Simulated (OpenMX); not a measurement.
The system is HfN.

```
CELL_PARAMETERS angstrom
0.00000 2.25600 2.25600
2.25600 0.00000 2.25600
2.25600 2.25600 0.00000
ATOMIC_POSITIONS crystal
Hf 0.00000 0.00000 0.00000
N 0.50000 0.50000 0.50000
```

Program: OpenMX 3.8.5. Alike in all runs: task band structure; no spin polarisation; cell as given; k mesh 11 × 11 × 11; smearing fermi-dirac 0.05 eV.

**Question.** Order these runs on this cell by their pressure, lowest first.
A. level LDA; potentials or basis OpenMX 2013 LDA set, Hf7.0-s3p2d2f1, N6.0-s2p2d1, grid cutoff 400 Ry
B. level PBE; potentials or basis OpenMX 2013 PBE set, Hf7.0-s3p2d2, N6.0-s2p2, grid cutoff 400 Ry
C. level PBE; potentials or basis OpenMX 2013 PBE set, Hf7.0-s3p2d2f2, N6.0-s3p2d2, grid cutoff 400 Ry
D. level PBE; potentials or basis OpenMX 2013 PBE set, Hf7.0-s3p2d2f1, N6.0-s2p2d1, grid cutoff 400 Ry

**Answer.** A (-9.4 GPa), C (3.5 GPa), D (5.1 GPa), B (8.3 GPa).

Caveats: the basis of atomic orbitals isn't converged, which shifts pressures, moduli and gaps.

Not every run made on this cell is shown here.
